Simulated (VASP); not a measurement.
Crystal: GaN.

```
Ga N
1.0
     3.18000    0.00000    0.00000
    -1.59000    2.75396    0.00000
     0.00000    0.00000    5.16600
Ga N
2 2
Direct
  0.66667 0.33333 0.50000
  0.33333 0.66667 0.00000
  0.66667 0.33333 0.87500
  0.33333 0.66667 0.37500
```

- Program: VASP 6.6.1
- Task: relaxation of cell and atoms
- Functional: PBE
- Dispersion: D3(BJ)
- Potentials or basis: VASP PAW PBE potentials, release 64 (Ga_d, N)
- Cutoff: 600 eV
- k mesh: 10 × 10 × 5
- Occupations: fermi-dirac, width 0.05 eV
- Spin: no spin polarisation

At the start: pressure 3.4 GPa; volume 11.31 Å³/atom.

**Question.** How do energy, volume and symmetry change on relaxing?

**Answer.** Over 3 steps the energy falls by 2.6 meV/atom and the volume is 11.52 Å³/atom (+1.8 %); space group P6_3mc (No. 186, to 0.05 Å).

The path:
```
step  energy change (eV)  largest force (eV/Å)  pressure (GPa)  volume (Å³)
   1              0.0000                0.1338            3.40        45.24
   2             -0.0024                0.0834           -2.78        46.83
   3             -0.0103                0.0077            0.01        46.07
```

Final structure:
```
Ga N
1.0
     3.19519    0.00000    0.00000
    -1.59759    2.76711    0.00000
     0.00000    0.00000    5.21118
Ga N
2 2
Cartesian
  1.5976 0.9224 2.6021
  0.0000 1.8447 5.2077
  1.5976 0.9224 4.5633
  0.0000 1.8447 1.9577
```
